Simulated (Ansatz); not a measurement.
Set up this calculation in Ansatz 0.2.0, as the native input.

```yaml
Task: band structure
Functional: LDA
Potentials_or_basis: Ansatz PAW
Cutoff: "420 eV (not typed: the program's choice for these potentials)"
k_mesh: 8 × 8 × 5
Occupations: fermi-dirac, width 0.05 eV
Spin: no spin polarisation
Hubbard_terms: Zr d U = 6.2 eV
Path: "[[\"G\", \"M\", \"K\", \"G\", \"A\", \"L\", \"H\", \"A\"], [\"L\", \"M\"], [\"K\", \"H\"]]"
Points_for_each_segment_of_the_path: 14
Hubbard_projectors: ortho-atomic (the default)
Double_counting: fll (the default)
```

Crystal: ZrSe2.

```
Zr Se
1.0
     3.79800    0.00000    0.00000
    -1.89900    3.28916    0.00000
     0.00000    0.00000    6.19200
Zr Se
1 2
Direct
  0.00000 0.00000 0.00000
  0.66667 0.33333 0.75000
  0.33333 0.66667 0.25000
```

These files were run (other wordings do the same):

input.yaml

```yaml
crystal:
  lattice:
    - [3.798, 0.0, 0.0]
    - [-1.899, 3.2891644836, 0.0]
    - [0.0, 0.0, 6.192]
  atoms:
    - { symbol: Zr, position: [0.0, 0.0, 0.0] }
    - { symbol: Se, position: [0.6666666667, 0.3333333333, 0.75] }
    - { symbol: Se, position: [0.3333333333, 0.6666666667, 0.25] }
hamiltonian:
  xc: lda
  pseudopotentials: { kind: paw }
  hubbard: { sites: [{ species: Zr, l: d, u_eff: 6.2 }] }
kpoints:
  mp_grid: { grid: [8, 8, 5] }
  band_path:
    path:
      - [[0.0, 0.0, 0.0], [0.5, 0.0, 0.0], [0.3333333333, 0.3333333333, 0.0], [0.0, 0.0, 0.0], [0.0, 0.0, 0.5], [0.5, 0.0, 0.5], [0.3333333333, 0.3333333333, 0.5], [0.0, 0.0, 0.5]]
      - [[0.5, 0.0, 0.5], [0.5, 0.0, 0.0]]
      - [[0.3333333333, 0.3333333333, 0.0], [0.3333333333, 0.3333333333, 0.5]]
    npoints: 14
scf:
  occupations: { method: fermi_dirac, width: 0.05 }
  n_extra_bands: 7
output:
  forces: true
  stress: true
  eigenvalues: true
  fatbands: true
  write_density: true
  write_potential: true
  elf: true
  volumetric_format: npy
```

Potentials or basis: Ansatz PAW.

Launch:

```sh
$ ansatz run input.yaml --threads 2 --pin off --max-ram 5120MiB --backend cpu --events-out ev --progress --plain --runs-dir out
```

It gave:

```
Pressure                : 2.6 GPa
Largest force           : 0.325 eV/Å
Band gap on the k mesh  : 1.52 eV, indirect (least direct gap 2.18 eV)
Band gap along the path : 1.49 eV, indirect (least direct gap 2.18 eV)
```

Caveat: the PAW data sets come from PBE, with cores solved anew for the run's functional, which leaves a small shift of forces and pressure.

Wall time 6.4 s on 2 threads of AMD EPYC 7B13 (Zen 3) (shared host), peak memory 0.6 GiB.
